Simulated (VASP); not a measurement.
Input of a VASP 6.6.1 run:

POSCAR

```
BeTe
1.0
    0.0000000000      2.7700000000      2.7700000000
    2.7700000000      0.0000000000      2.7700000000
    2.7700000000      2.7700000000      0.0000000000
Te Be
1 1
Direct
    0.7500000000      0.7500000000      0.7500000000
    0.0000000000      0.0000000000      0.0000000000
```

File INCAR.step1:

```
  PREC = Accurate
  ENCUT = 600
  EDIFF = 1E-5
  ISMEAR = -1
  SIGMA = 0.05
  LREAL = False
  LASPH = True
  NELM = 100
  ALGO = Normal
  LWAVE = True
  LCHARG = False
  GGA = PE
```

Contents of INCAR.step2:

```
  PREC = Accurate
  ENCUT = 600
  EDIFF = 1E-6
  ISMEAR = -1
  SIGMA = 0.05
  LREAL = False
  LASPH = True
  NELM = 100
  ALGO = Normal
  ISIF = 3
  LWAVE = False
  LCHARG = False
  GGA = B3
  LHFCALC = True
  AEXX = 0.2
  AGGAX = 0.72
  AGGAC = 0.81
  ALDAC = 0.19
  PRECFOCK = Fast
  HFRCUT = -1
  IBRION = 2
  NSW = 60
  EDIFFG = -0.005
  ISTART = 1
```

File KPOINTS:

```
regular mesh
0
Gamma
  4 4 4
```

Potentials or basis: VASP PAW PBE potentials, release 64 (Te, Be).

The run is started by

```sh
$ cat potpaw_PBE.64/Te/POTCAR potpaw_PBE.64/Be/POTCAR > POTCAR
$ cp INCAR.step1 INCAR
$ mpirun -np 1 vasp_std > vasp.out
$ cp INCAR.step2 INCAR
$ mpirun -np 1 vasp_std > vasp.out
```

Q: Estimate the band gap on the k mesh.

A: 3.41 eV, indirect (least direct gap 4.86 eV).

Q: Predict the space group after relaxing (to 0.05 Å).

A: F-43m (No. 216).

Final structure:
```
Te Be
1.0
     0.00000    2.85685    2.85685
     2.85685    0.00000    2.85685
     2.85685    2.85685    0.00000
Te Be
1 1
Direct
  0.75000 0.75000 0.75000
  0.00000 0.00000 0.00000
```

Caveat: the k mesh is coarse (spacing up to 0.49 Å⁻¹), so the values aren't converged, least of all with exact exchange; spin-orbit coupling is left out, which moves the levels of the heavy elements. A k mesh can miss the band edges.
